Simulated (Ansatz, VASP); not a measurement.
Two plane-wave programs on Ti

File INCAR:

```
PREC = Accurate
ENCUT = 520
EDIFF = 1E-7
ISMEAR = -1
SIGMA = 0.05
LREAL = False
LASPH = True
NELM = 60
ALGO = Normal
ISIF = 2
LWAVE = False
LCHARG = False
GGA = PS
NBANDS = 25
```

KPOINTS

```
Automatic mesh
0
Gamma
  7 7 9
```

The input POSCAR:

```
Ti
1.0
    4.6569539421      0.0000000000      0.0000000000
   -2.3284769710      4.0330404181      0.0000000000
    0.0000000000      0.0000000000      2.8816748970
Ti
3
Direct
    0.6666666667      0.3333333333      0.5000000000
    0.3333333333      0.6666666667      0.5000000000
    0.0000000000      0.0000000000      0.0000000000
```

input.yaml

```yaml
crystal:
  lattice:
    - [4.6569539421, 0.0, 0.0]
    - [-2.328476971, 4.0330404181, 0.0]
    - [0.0, 0.0, 2.881674897]
  atoms:
    - { symbol: Ti, position: [0.6666666667, 0.3333333333, 0.5] }
    - { symbol: Ti, position: [0.3333333333, 0.6666666667, 0.5] }
    - { symbol: Ti, position: [0.0, 0.0, 0.0] }
hamiltonian:
  xc: pbesol
  pseudopotentials: { kind: paw }
kpoints:
  mp_grid: { grid: [7, 7, 9] }
scf:
  occupations: { method: fermi_dirac, width: 0.05 }
output:
  forces: true
  stress: true
  eigenvalues: true
  write_density: true
  write_potential: true
  elf: true
  volumetric_format: npy
```

Change from the starting cell: volume scaled by 1.06.

Alike in both runs: task single point; functional PBEsol; k mesh 7 × 7 × 9; occupations fermi-dirac, width 0.05 eV; no spin polarisation.

|  | VASP | Ansatz |
| --- | --- | --- |
| version | VASP 6.6.1 | Ansatz 0.2.0 |
| potentials or method | VASP PAW PBE potentials, release 64 (Ti_sv) | Ansatz PAW |
| plane-wave cutoff (eV) | 520 | 420 |
| valence electrons in the cell | 36 | 36 |

```tsv
	VASP	Ansatz	Ansatz less VASP
gap on the k mesh at the Fermi level (eV)	none	none	-
pressure (GPa)	-9.4	-9.3	+0.13
largest component of the traceless stress (GPa)	0.12	0.13	+0.005
```

A gap of «none» marks a metal or a gap that the smearing closes. With one functional, cell and mesh, what is left measures potentials, basis and numerics.

Caveats: the PAW data sets were made with another functional, which shifts forces and pressure a little (VASP); the PAW data sets come from PBE, with cores solved anew for the run's functional, which leaves a small shift of forces and pressure (Ansatz).
